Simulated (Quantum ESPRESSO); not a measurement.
# ZnO (zincite): zone-centre phonons under several settings

```
CELL_PARAMETERS angstrom
3.24931 0.00000 0.00000
-1.62465 2.81398 0.00000
0.00000 0.00000 5.20571
ATOMIC_POSITIONS crystal
Zn 0.66667 0.33333 0.00000
Zn 0.33333 0.66667 0.50000
O 0.33333 0.66667 0.87901
O 0.66667 0.33333 0.37901
```

All runs used Quantum ESPRESSO 7.5; potentials GBRV 1.5 PBE; k mesh 4 × 4 × 2, shifted; no spin polarisation; cutoff 762 eV; occupations smeared at first, fixed for the response.

```csv
level,geometry,volume (Å³/atom),pressure (GPa),lowest optical mode without the field (cm⁻¹),highest optical mode without the field (cm⁻¹),sum of the Born charges (e)
PBE,relaxed at -3 GPa,12.66,-2.8,92,495,-0.12
PBE,relaxed at 0 GPa,12.36,0.1,90,511,-0.12
PBE,relaxed at 3 GPa,12.10,3.0,87,526,-0.13
PBE,relaxed at 8 GPa,?,8.0,?,?,?
PBE,relaxed at 15 GPa,11.27,14.9,72,579,-0.14
```

Question: What stands in the row left open?

Answer: Volume 11.72 Å³/atom; lowest optical mode without the field 82 cm⁻¹; highest optical mode without the field 549 cm⁻¹; sum of the Born charges -0.13 e.

Caveats: all runs use coarse meshes; the cell is more than 3 GPa from zero pressure, which shifts response properties (some runs).

For the row left open. Caveat: the k mesh is coarse (spacing up to 0.60 Å⁻¹), so the values aren't converged; the mesh is thin for the dielectric tensor, Born charges and intensities, which usually come out too large; the cell is more than 3 GPa from zero pressure, which shifts response properties; the Born charges break their sum rule by 0.13 e, a sign of too thin a mesh.
